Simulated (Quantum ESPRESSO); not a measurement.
**SnSe2 under changes of volume**

One of the cells (25.726 Å³/atom); the others are scaled copies at fixed shape and fractional positions:

```
CELL_PARAMETERS angstrom
3.81100 0.00000 0.00000
-1.90550 3.30042 0.00000
0.00000 0.00000 6.13600
ATOMIC_POSITIONS crystal
Sn 0.00000 0.00000 0.00000
Se 0.66667 0.33333 0.75100
Se 0.33333 0.66667 0.24900
```

* Program: Quantum ESPRESSO 7.5
* Functional: PBEsol
* Potentials or basis: PseudoDojo 0.4.1 SR PBEsol standard
* Cutoff: 1170 eV
* Density cutoff: 4680 eV
* k mesh: 8 × 8 × 5
* Occupations: fermi-dirac, width 0.05 eV
* Spin: no spin polarisation

```tsv
volume (Å³/atom)	energy over the lowest point (meV/atom)	pressure (GPa)	gap on the mesh (eV)	largest force (eV/Å)
24.182	59.55	8.2	0.78	1.310
24.697	36.45	6.2	0.76	1.065
25.212	19.57	4.4	0.74	0.839
25.726	8.25	2.7	0.72	0.630
26.241	1.90	1.3	0.69	0.438
26.755	0.00	-0.1	0.67	0.260
27.270	?	?	?	?
```

**Question.** What does the run at 27.270 Å³/atom give?

**Answer.** Energy over the lowest point 2.08 meV/atom; pressure -1.2 GPa; gap on the mesh 0.64 eV; largest force 0.096 eV/Å.

Worked out: A Birch-Murnaghan fit of order 3 (a polynomial in V^(-2/3)) to the other rows has its minimum at 26.73 Å³/atom with B0 = V·E''(V) = 65 GPa and B' = 4.7 at fixed shape and positions, which overstates the stiffness. It gives 2.10 meV/atom at 27.270 Å³/atom, against the run's 2.08, and -dE/dV = -1.2 GPa, against -1.2. A straight line through the other rows of the gap, of slope -1.1 eV per unit of ln V, extrapolates to 0.65 eV, against the run's 0.64.

Energies are extrapolated to zero smearing.

Caveats: spin-orbit coupling is left out, which moves the levels of the heavy elements; an odd mesh through Γ misses points on the zone boundary, where band edges often lie; this functional lacks dispersion, which binds the layers, so the pressure and a relaxed spacing across them are unreliable; forces of over 1 eV/Å show positions far from the minimum, so gaps and moduli don't describe the material at rest (some runs).
